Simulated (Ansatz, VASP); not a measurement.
## Two plane-wave programs on KBr

```
K Br
1.0
    -0.16462    3.29250    3.29250
     3.12787    0.00000    3.12787
     3.29250    3.29250   -0.16462
K Br
1 1
Direct
  0.00000 0.00000 0.00000
  0.50000 0.50000 0.50000
```

Change from the starting cell: strain -0.1000 x Voigt [0, 0, 0, 0, 1, 0], atoms carried along.

Alike in both runs: task single point; functional LDA; k mesh 6 × 6 × 6; occupations gaussian, width 0.05 eV; no spin polarisation.

```csv
,VASP,Ansatz
version,VASP 6.6.1,Ansatz 0.2.0
potentials or method,"VASP PAW LDA potentials, release 64 (K_sv, Br)","scalar-relativistic, plane waves, PAW"
plane-wave cutoff (eV),520,420
valence electrons in the cell,16,16
```

```tsv
	VASP	Ansatz	Ansatz less VASP
gap on the k mesh at the Fermi level (eV)	3.90	3.89	-0.008
least direct gap on the mesh (eV)	3.90	3.89	-0.008
pressure (GPa)	-1.5	-1.6	-0.06
largest component of the traceless stress (GPa)	0.58	0.58	+0.006
```
